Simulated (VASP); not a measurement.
# Be: relaxation of cell and atoms with r2SCAN

Be:

```xyz
2
Lattice="2.2853 0.0000 0.0000 -1.1426 1.9791 0.0000 0.0000 0.0000 3.5842" Properties=species:S:1:pos:R:3 pbc="T T T"
Be    0.0000    1.3194    0.8961
Be    1.1427    0.6597    2.6882
```

- Program: VASP 6.6.1
- Task: relaxation of cell and atoms
- Functional: r2SCAN
- Potentials or basis: VASP PAW PBE potentials, release 64 (Be)
- Cutoff: 600 eV
- k mesh: 18 × 18 × 10
- Occupations: methfessel-paxton, width 0.1 eV
- Spin: no spin polarisation
- Further INCAR settings: ALGO = Normal; EDIFF = 1e-06; IBRION = 2; EDIFFG = -0.01; NSW = 90; ISIF = 3

```
Relaxed volume                         : 7.92 Å³/atom
Relaxed cell                           : a = 2.260 Å, b = 2.260 Å, c = 3.578 Å, α = 90.00°, β = 90.00°, γ = 120.00°
Space group after relaxing (to 0.05 Å) : P6_3/mmc (No. 194)
Energy gained by relaxing              : 2.2 meV/atom
Ionic steps                            : 3
Pressure after relaxing                : 0.0 GPa
Band gap on the k mesh                 : none (metal or under the smearing width)
```

The path:
```tsv
step	energy change (eV)	largest force (eV/Å)	pressure (GPa)	volume (Å³)
1	0.0000	0.0000	-2.78	16.21
2	-0.0044	0.0000	-0.43	15.88
3	-0.0045	0.0000	-0.04	15.83
```

Final structure:
```
Be
1.0
     2.26034    0.00000    0.00000
    -1.13017    1.95751    0.00000
     0.00000    0.00000    3.57846
Be
2
Direct
  0.33333 0.66667 0.25000
  0.66667 0.33333 0.75000
```

Levels at points of the mesh, in eV from the Fermi level:
```
           k point  band 1  band 2  band 3  band 4  band 5
(0.00, 0.00, 0.00)  -12.43   -5.00    0.76   17.24   17.24
(0.50, 0.00, 0.00)   -5.57   -3.54    3.72    6.55    6.93
(0.00, 0.00, 0.50)  -10.11  -10.11   11.03   11.03   19.02
(0.50, 0.00, 0.50)   -4.05   -4.05    1.37    1.37   12.85
```

Wall time 100 s on 1 thread of Intel(R) Xeon(R) Platinum 8488C (Sapphire Rapids), with other jobs on the host, peak memory 0.14 GiB.

Caveat: the PAW data sets were made with another functional, which shifts forces and pressure a little.
